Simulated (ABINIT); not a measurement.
# Ti3Si (Fm-3m) in ABINIT: reference runs

How does Ti3Si come out in PBEsol? The cell is run as given and disturbed.

Everything below comes from runs of ABINIT 10.8.3 (patched build). Logs are shortened: lines on timing, memory, paths and dates and some standing lists are left out, and cuts for length are marked. The log counts tension as positive stress, the text compression.

### 1 The crystal as given

Symmetry: Fm-3m, No. 225, cubic system. Conventional cell: a = 6.289 Å, b = 6.289 Å, c = 6.289 Å, α = 90.00°, β = 90.00°, γ = 90.00°. Around Ti (site symmetry m-3m) lie 8 Ti at 2.72 Å. Ti (site symmetry -43m) is surrounded by 4 Ti at 2.72 Å and 4 Si at 2.72 Å. Si (site symmetry m-3m) has 8 Ti at 2.72 Å as nearest neighbours.

The cell comes from a database or a generator and needn't be the stable form of this composition.

### 2 Single point, PBEsol

File run.abi:

```
# Pseudopotentials
pp_dirpath "./"
pseudos "Ti.upf, Si.upf"

# Structure
acell 3*1.0
rprim
     0.0000000000     5.9419716783     5.9419716783
     5.9419716783     0.0000000000     5.9419716783
     5.9419716783     5.9419716783     0.0000000000
ntypat 2
znucl 22 14
natom 4
typat 1 1 1 2
xred
     0.0000000000     0.0000000000     0.0000000000
     0.2500000000     0.2500000000     0.2500000000
     0.7500000000     0.7500000000     0.7500000000
     0.5000000000     0.5000000000     0.5000000000

# Plane-wave basis
ecut 42.0

# k points
kptopt 1
ngkpt 7 7 7
nshiftk 1
shiftk 0.0 0.0 0.0

# Exchange and correlation
ixc -116133

# Bands and occupations
nband 24
occopt 3
tsmear 0.05 eV

# SCF cycle
nstep 100
tolvrs 1.0e-10

# Output
iomode 3
prtwf 0
prtden 0
prteig 0
prtebands 0
enunit 2
```

Potentials or basis: PseudoDojo NC SR PBEsol v0.4.1 standard.

The run is started by

```bash
> mpirun --bind-to none -np 4 abinit run.abi > log 2>&1
```

run.abo:

```text
.Version 10.8.3 of ABINIT
 Symmetries : space group Fm -3 m (#225); Bravais cF (face-center cubic)
================================================================================
 Values of the parameters that define the memory need of the present run
     intxc =       0    ionmov =       0      iscf =       7    lmnmax =       6
     lnmax =       6     mgfft =      50  mpssoang =       3    mqgrid =    3001
     natom =       4  nloc_mem =       1    nspden =       1   nspinor =       1
    nsppol =       1      nsym =      48    n1xccc =    2501    ntypat =       2
    occopt =       3   xclevel =       2
       mpw =        5476          nfft =      125000          nkpt =          20
================================================================================
================================================================================

--------------------------------------------------------------------------------
------------- Echo of variables that govern the present computation ------------
--------------------------------------------------------------------------------
 -outvars: echo values of preprocessed input variables --------
            acell      1.0000000000E+00  1.0000000000E+00  1.0000000000E+00 Bohr
              amu      4.78800000E+01  2.80855000E+01
             ecut      4.20000000E+01 Hartree
           enunit           2
              ixc     -116133
         kptrlatt        7    0    0      0    7    0      0    0    7
          kptrlen      5.88225185E+01
            natom           4
            nband          24
            ngfft          50      50      50
             nkpt          20
            nstep         100
             nsym          48
           ntypat           2
           occopt           3
           prtden           0
        prtebands           0
           prteig           0
            prtwf           0
            rprim      0.0000000000E+00  5.9419716783E+00  5.9419716783E+00
                       5.9419716783E+00  0.0000000000E+00  5.9419716783E+00
                       5.9419716783E+00  5.9419716783E+00  0.0000000000E+00
          spgroup         225
           tolvrs      1.00000000E-10
           tsmear      1.83746611E-03 Hartree
            typat      1  1  1  2
           xangst      0.0000000000E+00  0.0000000000E+00  0.0000000000E+00
                       1.5721779989E+00  1.5721779989E+00  1.5721779989E+00
                       4.7165339968E+00  4.7165339968E+00  4.7165339968E+00
                       3.1443559979E+00  3.1443559979E+00  3.1443559979E+00
            xcart      0.0000000000E+00  0.0000000000E+00  0.0000000000E+00
                       2.9709858391E+00  2.9709858391E+00  2.9709858391E+00
                       8.9129575174E+00  8.9129575174E+00  8.9129575174E+00
                       5.9419716783E+00  5.9419716783E+00  5.9419716783E+00
             xred      0.0000000000E+00  0.0000000000E+00  0.0000000000E+00
                       2.5000000000E-01  2.5000000000E-01  2.5000000000E-01
                       7.5000000000E-01  7.5000000000E-01  7.5000000000E-01
                       5.0000000000E-01  5.0000000000E-01  5.0000000000E-01
            znucl       22.00000   14.00000

================================================================================

 chkinp: Checking input parameters for consistency.

================================================================================
== DATASET  1 ==================================================================

--- !DatasetInfo
iteration_state: {dtset: 1, }
dimensions: {natom: 4, nkpt: 20, mband: 24, nsppol: 1, nspinor: 1, nspden: 1, mpw: 5476, }
cutoff_energies: {ecut:  42.0, pawecutdg:  -1.0, }
electrons: {nelect:   4.00000000E+01, charge:   0.00000000E+00, occopt:   3.00000000E+00, tsmear:   1.83746611E-03, }
meta: {optdriver: 0, ionmov: 0, optcell: 0, iscf: 7, paral_kgb: 0, }
...

 Real(R)+Recip(G) space primitive vectors, cartesian coordinates (Bohr,Bohr^-1):
 R(1)=  0.0000000  5.9419717  5.9419717  G(1)= -0.0841472  0.0841472  0.0841472
 R(2)=  5.9419717  0.0000000  5.9419717  G(2)=  0.0841472 -0.0841472  0.0841472
 R(3)=  5.9419717  5.9419717  0.0000000  G(3)=  0.0841472  0.0841472 -0.0841472
 Unit cell volume ucvol=  4.1958671E+02 bohr^3
 Angles (23,13,12)=  6.00000000E+01  6.00000000E+01  6.00000000E+01 degrees

 getcut: wavevector=  0.0000  0.0000  0.0000  ngfft=  50  50  50
         ecut(hartree)=     42.000   => boxcut(ratio)=   2.04037

[... 75 lines left out ...]
cartesian_stress_tensor: # hartree/bohr^3
- [  1.69419919E-04,   0.00000000E+00,   0.00000000E+00, ]
- [  0.00000000E+00,   1.69419919E-04,   0.00000000E+00, ]
- [  0.00000000E+00,   0.00000000E+00,   1.69419919E-04, ]
pressure_GPa:  -4.9845E+00
xred      :
- [  0.0000E+00,   0.0000E+00,   0.0000E+00, Ti]
- [  2.5000E-01,   2.5000E-01,   2.5000E-01, Ti]
- [  7.5000E-01,   7.5000E-01,   7.5000E-01, Ti]
- [  5.0000E-01,   5.0000E-01,   5.0000E-01, Si]
cartesian_forces: # hartree/bohr
- [ -4.24834555E-30,  -1.41611518E-30,   4.24834555E-30, ]
- [  1.27450367E-29,   9.91280629E-30,  -1.84094974E-29, ]
- [ -4.24834555E-30,  -7.08057592E-30,   9.91280629E-30, ]
- [ -4.24834555E-30,  -1.41611518E-30,   4.24834555E-30, ]
force_length_stats: {min:   6.17270298E-30, max:   2.44869207E-29, mean:   1.24334375E-29, }
...

 Integrated electronic density in atomic spheres:
 ------------------------------------------------
 Atom  Sphere_radius  Integrated_density
    1        2.00000          9.64153535
    2        2.00000          9.56126533
    3        2.00000          9.56126533
    4        2.00000          1.70212186
================================================================================

 ----iterations are completed or convergence reached----

 Mean square residual over all n,k,spin=   39.883E-09; max=  11.822E-06
 reduced coordinates (array xred) for    4 atoms
       0.000000000000      0.000000000000      0.000000000000
       0.250000000000      0.250000000000      0.250000000000
       0.750000000000      0.750000000000      0.750000000000
       0.500000000000      0.500000000000      0.500000000000
 rms dE/dt=  5.4963E-29; max dE/dt=  6.7316E-29; dE/dt below (all hartree)
    1       0.000000000000      0.000000000000      0.000000000000
    2       0.000000000000      0.000000000000     -0.000000000000
    3       0.000000000000     -0.000000000000      0.000000000000
    4       0.000000000000      0.000000000000      0.000000000000

 cartesian coordinates (angstrom) at end:
    1      0.00000000000000     0.00000000000000     0.00000000000000
    2      1.57217799892712     1.57217799892712     1.57217799892712
    3      4.71653399678137     4.71653399678137     4.71653399678137
    4      3.14435599785424     3.14435599785424     3.14435599785424

 cartesian forces (hartree/bohr) at end:
    1     -0.00000000000000    -0.00000000000000     0.00000000000000
    2      0.00000000000000     0.00000000000000    -0.00000000000000
    3     -0.00000000000000    -0.00000000000000     0.00000000000000
    4     -0.00000000000000    -0.00000000000000     0.00000000000000
 frms,max,avg= 8.3778504E-30 1.8409497E-29   0.000E+00  0.000E+00  0.000E+00 h/b

 cartesian forces (eV/Angstrom) at end:
    1     -0.00000000000000    -0.00000000000000     0.00000000000000
    2      0.00000000000000     0.00000000000000    -0.00000000000000
    3     -0.00000000000000    -0.00000000000000     0.00000000000000
    4     -0.00000000000000    -0.00000000000000     0.00000000000000
 frms,max,avg= 4.3080639E-28 9.4665442E-28   0.000E+00  0.000E+00  0.000E+00 e/A
 length scales=  1.000000000000  1.000000000000  1.000000000000 bohr
              =  0.529177210544  0.529177210544  0.529177210544 angstroms
 Fermi (or HOMO) energy (hartree) =   0.37341   Average Vxc (hartree)=  -0.43728
 Eigenvalues (hartree) for nkpt=  20  k points:
 kpt#   1, nband= 24, wtk=  0.00292, kpt=  0.0000  0.0000  0.0000 (reduced coord)
  -1.69474   -1.69157   -1.67708   -0.82825   -0.82825   -0.82825   -0.82759   -0.82759
  -0.82759   -0.80773   -0.80773   -0.80773    0.02830    0.27318    0.27318    0.27318
   0.29990    0.29990    0.37264    0.37264    0.37264    0.45029    0.45764    0.45764
      occupation numbers for kpt#   1
   2.00000    2.00000    2.00000    2.00000    2.00000    2.00000    2.00000    2.00000
   2.00000    2.00000    2.00000    2.00000    2.00000    2.00000    2.00000    2.00000
   2.00000    2.00000    1.20682    1.20682    1.20682    0.00000    0.00000    0.00000
 prteigrs : prtvol=0 or 1, do not print more k-points.

 Fermi (or HOMO) energy (eV) =  10.16109   Average Vxc (eV)= -11.89908
 Eigenvalues (   eV  ) for nkpt=  20  k points:
 kpt#   1, nband= 24, wtk=  0.00292, kpt=  0.0000  0.0000  0.0000 (reduced coord)
 -46.11614  -46.02985  -45.63565  -22.53793  -22.53793  -22.53793  -22.51996  -22.51996
 -22.51996  -21.97951  -21.97951  -21.97951    0.77013    7.43370    7.43370    7.43370
   8.16068    8.16068   10.14011   10.14011   10.14011   12.25294   12.45309   12.45312
 prteigrs : prtvol=0 or 1, do not print more k-points.

--- !EnergyTerms
iteration_state     : {dtset: 1, }
comment             : Components of total free energy in Hartree
kinetic             :  7.24413440636479E+01
hartree             :  4.00118862223835E+01
xc                  : -2.75997522875801E+01
Ewald energy        : -1.29938454319994E+02
psp_core            :  4.97368389638624E+00
local_psp           : -1.43850391708910E+02
non_local_psp       :  1.77758568309898E+00
internal            : -1.82184098450967E+02
'-kT*entropy'       : -2.56033243626318E-03
total_energy        : -1.82186658783403E+02
total_energy_eV     : -4.95755154101993E+03
band_energy         : -2.04787055230425E+01
...

 Cartesian components of stress tensor (hartree/bohr^3)
  sigma(1 1)=  1.69419919E-04  sigma(3 2)=  0.00000000E+00
  sigma(2 2)=  1.69419919E-04  sigma(3 1)=  0.00000000E+00
  sigma(3 3)=  1.69419919E-04  sigma(2 1)=  0.00000000E+00

-Cartesian components of stress tensor (GPa)         [Pressure= -4.9845E+00 GPa]
- sigma(1 1)=  4.98450612E+00  sigma(3 2)=  0.00000000E+00
- sigma(2 2)=  4.98450612E+00  sigma(3 1)=  0.00000000E+00
- sigma(3 3)=  4.98450612E+00  sigma(2 1)=  0.00000000E+00

== END DATASET(S) ==============================================================
================================================================================

 -outvars: echo values of variables after computation  --------
            acell      1.0000000000E+00  1.0000000000E+00  1.0000000000E+00 Bohr
           etotal     -1.8218665878E+02
            fcart     -4.2483455549E-30 -1.4161151850E-30  4.2483455549E-30
                       1.2745036665E-29  9.9128062949E-30 -1.8409497405E-29
                      -4.2483455549E-30 -7.0805759249E-30  9.9128062949E-30
                      -4.2483455549E-30 -1.4161151850E-30  4.2483455549E-30
            rprim      0.0000000000E+00  5.9419716783E+00  5.9419716783E+00
                       5.9419716783E+00  0.0000000000E+00  5.9419716783E+00
                       5.9419716783E+00  5.9419716783E+00  0.0000000000E+00
           strten      1.6941991934E-04  1.6941991934E-04  1.6941991934E-04
                       0.0000000000E+00  0.0000000000E+00  0.0000000000E+00
           xangst      0.0000000000E+00  0.0000000000E+00  0.0000000000E+00
                       1.5721779989E+00  1.5721779989E+00  1.5721779989E+00
                       4.7165339968E+00  4.7165339968E+00  4.7165339968E+00
                       3.1443559979E+00  3.1443559979E+00  3.1443559979E+00
             xred      0.0000000000E+00  0.0000000000E+00  0.0000000000E+00
                       2.5000000000E-01  2.5000000000E-01  2.5000000000E-01
                       7.5000000000E-01  7.5000000000E-01  7.5000000000E-01
                       5.0000000000E-01  5.0000000000E-01  5.0000000000E-01
 Calculation completed.
```

Wall time 77 s (4 MPI ranks of Arm Neoverse V2, shared host); peak memory 0.4 GiB.

Results:

* Free energy: -4957.5515 eV
* Pressure: -5.0 GPa
* Band gap on the k mesh: none (metal or under the smearing width)
* Valence electrons inside the program's atomic spheres: Ti 9.64, 9.56; Si 1.70

Levels at points of the mesh, in eV from the Fermi level:
```csv
k point,band 18,band 19,band 20,band 21,band 22,band 23
"(0.00, 0.00, 0.00)",-2.00,-0.02,-0.02,-0.02,2.09,2.29
```

### 3 Single point, PBEsol (atoms moved at random, drawn with an rms of 0.05 Å)

File run.abi:

```
# Pseudopotentials
pp_dirpath "./"
pseudos "Ti.upf, Si.upf"

# Structure
acell 4.4467909001 4.4467909001 4.4467909001 Angstrom
rprim
     0.0000000000     0.7071067812     0.7071067812
     0.7071067812     0.0000000000     0.7071067812
     0.7071067812     0.7071067812     0.0000000000
ntypat 2
znucl 22 14
natom 4
typat 1 1 1 2
xred
     0.0157130000     0.0024170000    -0.0161480000
     0.2485030000     0.2492450000     0.2434870000
     0.7517640000     0.7557860000     0.7510710000
     0.5060350000     0.4908640000     0.5154060000
chkprim 0
chksymtnons 0
tolsym 1.0e-6

# Plane-wave basis
ecut 42.0

# k points
kptopt 1
ngkpt 7 7 7
nshiftk 1
shiftk 0.0 0.0 0.0

# Exchange and correlation
ixc -116133

# Bands and occupations
nband 24
occopt 3
tsmear 0.05 eV

# SCF cycle
nstep 100
tolvrs 1.0e-10

# Output
iomode 3
prtwf 0
prtden 0
prteig 0
prtebands 0
enunit 2
```

Potentials or basis: PseudoDojo NC SR PBEsol v0.4.1 standard.

The run is started by

```bash
> mpirun --bind-to none -np 4 abinit run.abi > log 2>&1
```

It took 11 min on 4 MPI ranks of Arm Neoverse V2, shared host; peak memory 0.68 GiB.

The run converged. Its results:

- Free energy: -4957.5178 eV
- Pressure: -4.7 GPa
- Largest force: 0.511 eV/Å
- Band gap on the k mesh: none (metal or under the smearing width)
- Valence electrons inside the program's atomic spheres: Ti 9.64, 9.56; Si 1.70

Forces in eV/Å, atoms in the order of the input:
```
Ti   0.153 -0.077 -0.193
Ti   0.102  0.378  0.087
Ti  -0.163  0.187 -0.019
Si  -0.092 -0.487  0.126
```

Stress tensor (GPa, compression positive):
```
-4.68 -0.15 -0.33
-0.15 -4.71 -0.35
-0.33 -0.35 -4.66
```

Levels at points of the mesh, in eV from the Fermi level:
```
           k point  band 16  band 17  band 18  band 19  band 20  band 21  band 22  band 23  band 24
(0.00, 0.00, 0.00)    -2.70    -1.99    -1.97    -0.04    -0.03     0.01     1.98     2.29     2.34
```
